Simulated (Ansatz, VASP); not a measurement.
Two plane-wave programs on Os

INCAR

```
SYSTEM = Os
PREC = Accurate ; ENCUT = 520
EDIFF = 1E-6 ; ISMEAR = -1
SIGMA = 0.1 ; LREAL = .False.
LASPH = .True. ; NELM = 60
ALGO = Normal ; ISIF = 2
LWAVE = .False. ; LCHARG = .True.
GGA = RP ; LELF = .True.
LVHAR = .True. ; NBANDS = 24
```

Contents of KPOINTS:

```
Automatic mesh
0
Gamma
  15 15 4
  0 0 0
```

POSCAR

```
Os
1.0
    2.8237673217      0.0000000000      0.0000000000
   -1.4118836609      2.4454542350      0.0000000000
    0.0000000000      0.0000000000      9.0638454059
Os
4
Direct
    0.0000000000      1.0000000000      0.0000000000
    0.0000000000      1.0000000000      0.5000000000
    0.3333333333      0.6666666667      0.2500000000
    0.6666666667      0.3333333333      0.7500000000
```

Input for Ansatz:

```yaml
crystal:
  lattice:
    - [2.8237673217, 0.0, 0.0]
    - [-1.4118836609, 2.445454235, 0.0]
    - [0.0, 0.0, 9.0638454059]
  atoms:
    - { symbol: Os, position: [0.0, 1.0, 0.0] }
    - { symbol: Os, position: [0.0, 1.0, 0.5] }
    - { symbol: Os, position: [0.3333333333, 0.6666666667, 0.25] }
    - { symbol: Os, position: [0.6666666667, 0.3333333333, 0.75] }
hamiltonian:
  xc: rpbe
  pseudopotentials:
    kind: paw
    azcp:
      Os: "pseudopotentials/Os.paw.azcp"
basis:
  ecutwfc: 420
  fft_grid_basis: typed
kpoints:
  mp_grid: { grid: [15, 15, 4], shift: [0, 0, 0] }
magnetization:
  spin_polarized: false
scf:
  occupations: { method: fermi_dirac, width: 0.1 }
  lower_state_search: "off"
output:
  stress: true
  write_density: true
  write_potential: true
  elf: true
  volumetric_format: npy
```

Alike in both runs: task single point; functional RPBE; k mesh 15 × 15 × 4; occupations fermi-dirac, width 0.1 eV; no spin polarisation.

```csv
,VASP,Ansatz
version,VASP 6.6.1,Ansatz 0.2.0
potentials or method,"VASP PAW PBE potentials, release 64 (Os)","plane waves (420 eV) with PAW, scalar-relativistic"
plane-wave cutoff (eV),520,420
valence electrons in the cell,32,64
```

Ansatz gave:

- pressure (GPa): -24.2
- largest component of the traceless stress (GPa): 0.16

Q: Which values does VASP return?

A: Pressure (GPa): -24.8; largest component of the traceless stress (GPa): 0.14.

The two sets of potentials don't hold the same shells in valence.

Caveats: so large a pressure means that the cell lies far from this level's equilibrium, or that cutoff or potentials fall short (VASP); the potentials were made for another functional, which shifts forces and pressure (VASP). The runs have no spin-orbit coupling, so splittings on Os are missing.
